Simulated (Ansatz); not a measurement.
Structure types of S were relaxed at one common pressure (all-electron LAPW in Ansatz 0.2.0 under PBE, scalar-relativistic, no spin polarisation, zero temperature). They take these volumes:

| type | space group | V (Å³/atom) |
| --- | --- | --- |
| fcc | Fm-3m | 11.13 |
| bcc | Im-3m | 11.17 |
| distorted hcp | P6_3/mmc | 11.39 |
| beta tin | I4_1/amd | 11.76 |
| sc | Pm-3m | 11.98 |
| R-3m | R-3m | 11.68 |

**Question.** At about which pressure, and is the densest type also the lowest in enthalpy?

**Answer.** 58 GPa. The densest is fcc, and it is 344 meV/atom above R-3m: its gain in pV doesn't pay for its higher energy here.
